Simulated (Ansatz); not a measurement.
GeTe (alpha-GeTe type, space group R3m)

```xyz
4
Lattice="4.2266 2.4402 7.2798 -2.1133 1.2201 3.6399 0.0000 -2.4402 3.6399" Properties=species:S:1:pos:R:3 pbc="T T T"
Ge     0.0000     0.0000     2.5578
Ge     2.1133     1.2201     6.1977
Te     0.0000     0.0000     8.3620
Te     2.1133     1.2201    12.0019
```

In each cell atom 3 (Te, nearest neighbour Ge at 2.852 Å; its periodic images, 4.2 Å or more away, move with it) moves by s·(0.741, -0.428, 0.517) (towards the nearest neighbour), the rest being held.

Level of theory: PBE (plane waves to 420 eV, PAW, scalar-relativistic; Ansatz, a program for electronic structure). k mesh 4×8×8 (Γ-centred), Fermi-Dirac smearing 0.05 eV. Energies are smeared free energies. GeTe was relaxed with its symmetry unable to fall. Spin-orbit coupling is left out, though Te is heavy. ΔE is measured from the undisplaced structure.

Successive frames, forces in eV/Å:

| frame | ΔE (eV/cell) | F on Ge1 | F on Ge2 | F on Te3 | F on Te4 |
|---|---|---|---|---|---|
| s = 0.116 Å | 0.0267 | (-0.046, 0.011, 0.010) | (0.233, -0.116, 0.214) | (-0.373, 0.169, -0.285) | (0.186, -0.063, 0.061) |
| s = 0.058 Å | 0.0060 | (-0.023, 0.006, -0.003) | (0.098, -0.049, 0.086) | (-0.170, 0.076, -0.123) | (0.095, -0.033, 0.040) |
| s = 0.000 Å | 0.0000 | (0.000, 0.000, -0.015) | (0.000, 0.000, -0.015) | (0.000, 0.000, 0.015) | (0.000, 0.000, 0.015) |

Q: What are the energy and the forces in the next frame, s = -0.058 Å?

A: ΔE (eV/cell) = 0.0062.

```
atom      Fx      Fy      Fz
----  ------  ------  ------
Ge1    0.022  -0.007  -0.024
Ge2   -0.067   0.033  -0.091
Te3    0.144  -0.062   0.132
Te4   -0.100   0.036  -0.018
```

(For displaced atoms, the force is minus the slope of the energy, and its curvature is a force constant, which sets phonon frequencies.)
